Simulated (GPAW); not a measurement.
Runs of GPAW 26.7.0 on C. Symmetry: P6_3/mmc, No. 194, hexagonal system. The conventional cell has a = 2.522 Å, b = 2.522 Å, c = 8.237 Å, α = 90.00°, β = 90.00°, γ = 120.00°. C (site symmetry 3m) has 4 C at 1.54 Å as nearest neighbours. Around C (site symmetry 3m) lie 4 C at 1.54 Å. This is a hexagonal form of diamond, not graphite.

| task | level | potentials or basis | cell | optimizer | fmax | max steps | band path | band points | gap on the mesh (eV) | pressure (GPa) | relaxed volume (Å³/atom) | largest force (eV/Å) |
| --- | --- | --- | --- | --- | --- | --- | --- | --- | --- | --- | --- | --- |
| relaxation of cell and atoms | PBE+D4 | GPAW PAW data sets (gpaw-data 1.2.1), pw | relaxed | LBFGS | 0.01 eV/Å | 60 | - | - | 4.57 | 0.1 | 5.63 | - |
| band structure | LDA | the program's PAW data sets (release 1.2.1) made for this functional, pw | as given | - | - | - | GMKGALHA,LM,KH | 60 | 4.38 | (a) | - | (b) |
| single point | TB-mBJ | GPAW PAW data sets for LDA (gpaw-data 1.2.1), pw | as given | - | - | - | - | - | (c) | - | - | - |
| relaxation of cell and atoms | BLYP+D3 | PAW data sets generated in the run's folder for this functional, pw | relaxed | BFGS | 0.05 eV/Å | 40 | - | - | 4.85 | -0.2 | 5.76 | 0.01 |

Alike in all rows: no spin polarisation; k mesh 7 × 7 × 2; cutoff (eV) 800; smearing fermi-dirac 0.05 eV; the mesh is coarse, so values aren't converged.

Problem. Fill in the values left out.

Solution. (a) -12.9; (b) 0.33; (c) 5.22.

Caveats: an odd mesh through Γ misses points on the zone boundary, where band edges often lie (some runs); later steps reuse the first step's grids (some runs); a model potential gives levels but no total energy (some runs); the PAW data sets were made with another functional, which shifts forces and pressure a little (some runs).

Not every run made on this cell is shown here.
